## Band overlap of grey tin under expansion

### Results for the known volumes

Grey tin crystallises in the diamond structure, each atom bound to four neighbours. In the present calculation its lowest conduction level lies below the top of its valence band, at a different electron wavevector. The valence top is at Γ, the centre of the Brillouin zone, and the conduction minimum is at L, on the zone boundary along a bond direction. The band overlap in the table is the energy of the first minus that of the second. The question is how this overlap responds when the crystal is stretched equally in all directions, and what value it takes at the largest volume.

Grey tin in the two-atom diamond-structure cell, its r2SCAN geometry scaled equally in all directions, computed with Ansatz 0.2.0 using PBE, PAW potentials and plane waves, without spin polarisation or spin–orbit coupling. The cutoff is 420 eV, the k mesh 6×6×6 and the Fermi–Dirac smearing width 0.02 eV.

| volume (Å³/atom) | shortest distance (Å) | band overlap (eV) |
| --- | --- | --- |
| 34.265 | 2.813 | 0.097 |
| 34.494 | 2.819 | 0.110 |
| 35.432 | 2.844 | 0.160 |
| 35.837 | 2.855 | 0.181 |
| 37.600 | 2.901 | 0.263 |
| 38.774 | 2.931 | ? |

The overlap grows from each known volume to the next. Compare the rows at 35.432 and 37.600 Å³/atom. Between them the volume rises by about 6 % and the overlap from 0.160 to 0.263 eV. A modest stretch therefore changes the overlap by more than half of its starting value.

The growth is not quite uniform. A fair measure is the change in overlap divided by the change in ln V, where V is the volume per atom, because equal steps in ln V are equal relative expansions. From the smallest volume to 35.432 Å³/atom this slope is 1.88 eV, and from there to 37.600 Å³/atom it is 1.73 eV. Each further per cent of expansion thus adds a little less than the one before, and a forecast has to decide how far this slowing continues.

### Why longer bonds increase the overlap

When two atoms bond, a pair of their levels splits. The bonding combination is pushed down, the antibonding one is pushed up, and the push weakens as the atoms move apart. The valence top of grey tin at Γ is built from bonding p orbitals, so expansion lets it rise towards the atomic p level. An antibonding s level does the opposite and sinks towards the atomic s level, which in tin lies well below the p level. Measured from the valence top, a level of mainly antibonding s character should therefore go down when the bonds lengthen.

The calculated levels at Γ show this sinking directly. A single s-like level lies there 0.79 eV below the valence top at 34.494 Å³/atom, and 0.97 eV below it at 35.432 Å³/atom. It has dropped by 0.18 eV relative to the valence top, while the bond length grew by less than 1 %. The s-like level is already below the p-like one at the smaller of these volumes, so the growing overlap does not mark an exchange of the two.

The conduction minimum at L follows the same direction with much less force. Over the same step the overlap grew by only 0.05 eV, between a third and a quarter of the drop at Γ. Bonding theory offers two reasons. At Γ the s orbitals of an atom and its neighbours have opposite phase on all four bonds. In the conduction level at L they have opposite phase on three bonds and the same phase on the fourth, which halves the net push between them. The second reason is mixing. Symmetry keeps the s-like level at Γ free of p character, but at L it lets antibonding s and bonding p orbitals mix. The mixing gives two levels that push each other apart, and the conduction minimum is the upper one. When the bonds lengthen, its s part sinks, while its p part tends to move with the valence top, which is made of the same kind of orbital. The push from the lower level also weakens, and this lets the conduction minimum come down. The outputs show the two levels drawing together, from 6.23 eV apart at 34.494 Å³/atom to 5.80 eV at 37.600 Å³/atom. The energies alone do not resolve this mixture, so the weaker response is measured here and its origin is argued.

This gives a rule for neighbouring materials: find where the conduction minimum lies, and ask how much antibonding s character it has. Germanium also has its conduction minimum at L, and its gap is known to shrink on expansion, which is the same motion seen from the other side of zero. Silicon has its minimum near the zone-boundary point X, where the level responds differently, and its gap is known to widen slightly on expansion. The chemical family alone does not fix the sign of the trend.

### A simple model and its forecast

If every relative expansion moved the two band edges apart by the same amount, the overlap would be a straight line in ln V. The slope of that line is what is called a deformation potential. The bonding argument suggests that it shrinks on expansion, because the couplings between neighbours fade with distance and leave less to lose with each further stretch. The simplest correction is a term in the square of ln V:

overlap = A + B·ln(V/V₀) + C·[ln(V/V₀)]²

Here V₀ is 35.432 Å³/atom. A least-squares fit to the five known rows gives A = 0.1602 eV, B = 1.831 eV and C = −1.68 eV. The constant B translates into a practical figure: near V₀, 1 % more volume adds about 0.018 eV of overlap. Three constants on five points are bound to follow the data closely, so the quality of the fit is weak evidence for the mechanism. A sharper test of the curve lies outside the fitted range, though it cannot prove the mechanism either.

The row at 38.774 Å³/atom, which took no part in the fit, provides that test. Its volume is 1.0943 times V₀, and the logarithm of this ratio is 0.0901. The linear term then contributes 1.831 × 0.0901 = 0.1650 eV, and the square term takes away 1.68 × 0.0901² = 0.0136 eV. The sum is 0.1602 + 0.1650 − 0.0136 = 0.3116 eV.

Two simpler laws, fitted to the same five rows with two constants each, show how much depends on the bend. The straight line in ln V gives 0.320 eV. A law in which the overlap changes with the inverse square of the bond length, a rough rule for couplings between s and p orbitals, gives 0.317 eV. It bends in the right direction, but less than the known rows do.

The forecast is the value of the curve, 0.312 eV, with an error bar of 0.006 eV. The bar is a judgement and not a statistical error. It is wide enough to include the inverse-square law and narrow enough to exclude the straight line. In words, the overlap should rise again, but more slowly per unit of ln V than the 1.71 eV found between the two largest known volumes. The band edges are expected to stay at Γ and L.

### The computed value

The withheld rows as computed:

| volume (Å³/atom) | shortest distance (Å) | band overlap (eV) |
| --- | --- | --- |
| 38.774 | 2.931 | 0.311 |

The computed overlap is 0.311 eV, and the forecast misses it by less than 0.001 eV. The slowing continued as expected: the slope over the last step is 1.56 eV per unit of ln V, against a forecast of 1.58 eV. The band edges also stayed at Γ and L, as expected.

The simpler laws both come out too high, the inverse-square law by 0.006 eV and the straight line by 0.009 eV. These misses look small beside the total overlap, but the fair comparison is with what had to be predicted. From 37.600 to 38.774 Å³/atom the overlap grows by only 0.048 eV. Measured against that growth, the inverse-square law is wrong by about 12 % and the straight line by about 18 %.

The bend is thus real within this calculation, and it is stronger than the inverse-square law allows. With the fitted slope, an inverse-square law would need a square term of about −0.6 eV, roughly a third of the value found. One possible reason is that the mixture at L changes along the series. As the s-like partner sinks, the conduction level may become more p-like and follow the valence top more closely, which would slow the growth further. The s-like level at Γ, which has no p part, supports this idea because it does keep to the inverse-square law. Carried on from the step between 34.494 and 35.432 Å³/atom, the law puts that level 1.37 eV below the valence top at 37.600 Å³/atom, and the calculation gives the same. The extra bend thus seems to belong to L, though only an analysis of the orbital character there could show that the mixture causes it.

### What carries over to real grey tin

The trend is more trustworthy than the overlap itself. Spin–orbit coupling, which this calculation leaves out, splits the threefold level at the valence top and would raise its upper part by roughly 0.3 eV. That is as large as the biggest overlaps in the series. PBE, for its part, tends to place s-like levels too low relative to p-like ones, and this pulls the L minimum down. In measurements at the normal volume that minimum lies slightly above the valence top, so real grey tin has no such overlap there. The missing spin–orbit coupling cannot be the cause, because including it would widen the overlap. The listed overlaps should therefore not be used as measured properties of grey tin or to estimate its number of free carriers.

The slope is less exposed to the first of these faults. Spin–orbit splitting arises mainly close to the nucleus, where a small change in bond length has little effect. It should shift the overlap by nearly the same amount at each volume and leave the growth almost intact. This is an argument from the origin of the splitting, and the present series does not test it.

For anyone who thinks in pressure and not in volume, the same runs supply the conversion. The calculated pressure falls from a little over 1 GPa at 35.837 Å³/atom to −0.67 GPa at 37.600 Å³/atom, while the overlap grows by 0.082 eV. Divided by the change in pressure, this is about 0.05 eV for each gigapascal released. The negative sign means that the crystal is being pulled, so the forecast, made for a still larger volume, concerns tin stretched beyond its natural PBE volume.

The figure holds for equal strain in all directions. A film held by its substrate is stretched or squeezed in its plane and responds the opposite way along its normal, which lowers the cubic symmetry and splits the valence top at Γ. Its overlap then depends on the shape of the cell as well as on its volume, and the volume slope found here covers only one part of the response.
